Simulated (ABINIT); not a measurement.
Crystal: InP.

```xyz
2
Lattice="0.0000 2.9305 2.9305 2.9305 0.0000 2.9305 2.9305 2.9305 0.0000" Properties=species:S:1:pos:R:3 pbc="T T T"
In    0.0000    0.0000    0.0000
P     4.3957    4.3957    4.3957
```

Program: ABINIT 10.8.3 (patched build). Alike in all runs: no spin polarisation; cell as given; cutoff (eV) 544; smearing fermi-dirac 0.05 eV. Hardware: 1 thread of Arm Neoverse V1, with other jobs on the host.

**Question.** Order these runs on this cell by their wall time, lowest first.
A. task single point; level PBEsol; potentials or basis JTH PAW PBE v2.0; k mesh 3 × 3 × 3; mesh quality coarse
B. task single point; level LDA; potentials or basis JTH PAW LDA v2.0; k mesh 3 × 3 × 3; mesh quality coarse
C. task band structure; level AM05; potentials or basis JTH PAW PBE v2.0; k mesh 8 × 8 × 8; mesh quality not flagged

**Answer.** B (3.3 s), A (9.3 s), C (55 s).

Caveats: some runs use coarse meshes.

Runs at the PBE level aren't shown here.
